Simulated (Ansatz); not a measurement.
## Pressure against volume: PbI2

```
CELL_PARAMETERS angstrom
4.55500 0.00000 0.00000
-2.27750 3.94475 0.00000
0.00000 0.00000 6.97700
ATOMIC_POSITIONS crystal
Pb 0.00000 0.00000 0.00000
I 0.33333 0.66667 0.26500
I 0.66667 0.33333 0.73500
```

Conventional cell: a = 4.555 Å, b = 4.555 Å, c = 6.977 Å, α = 90.00°, β = 90.00°, γ = 120.00°. Around Pb (atom 1) lie 6 I at 3.21 Å. Around I (atom 2) lie 3 Pb at 3.21 Å.

The cell is COD entry 9009114, as deposited and not checked against the literature; nothing was relaxed.

Spin–orbit coupling is left out, though it moves levels of the heavy atoms by tenths of an eV or more.

Methods: DFT, PBEsol, all-electron LAPW, scalar-relativistic (Ansatz 0.2.0); DFT, PBEsol, PAW with Ansatz's default frozen-core files, scalar-relativistic (Ansatz 0.2.0).

For LAPW: a Γ-centred 8×8×5 k mesh, Fermi–Dirac smearing of 0.02 eV, basis error target 1 meV/atom, no spin polarisation. PAW takes a cutoff of 420 eV at this cell (files made with PBE, cores remade for this functional). The Ansatz runs share mesh, smearing and spin set-up. Plane-wave (PAW) pressures include the program's estimate of the Pulay term.

The cell above is scaled evenly, with fractional coordinates and shape held.

```
V/V(cell)  V (Å³/atom)  P, LAPW (GPa)  P, PAW (GPa)  gap on the k mesh, LAPW (eV)
   0.9400       39.281           2.03          2.02                          2.12
   0.9600       40.117           1.30          1.29                          2.15
   0.9800       40.953           0.64          0.64                          2.17
   0.9900       41.370           0.34          0.34                          2.18
   1.0000       41.788           0.06          0.05                          2.19
   1.0100       42.206          -0.21         -0.21                          2.20
   1.0200       42.624          -0.46         -0.47                          2.21
   1.0400       43.460          -0.92         -0.93                          2.22
   1.0600       44.296          -1.34         -1.35                          2.23
```

(1) What do Birch–Murnaghan fits to the pressures give?

Results:

(1) LAPW: V0 = 41.88 Å³/atom, B0 = 27 GPa, B0′ = 4.7; PAW: V0 = 41.87 Å³/atom, B0 = 27 GPa, B0′ = 4.7.
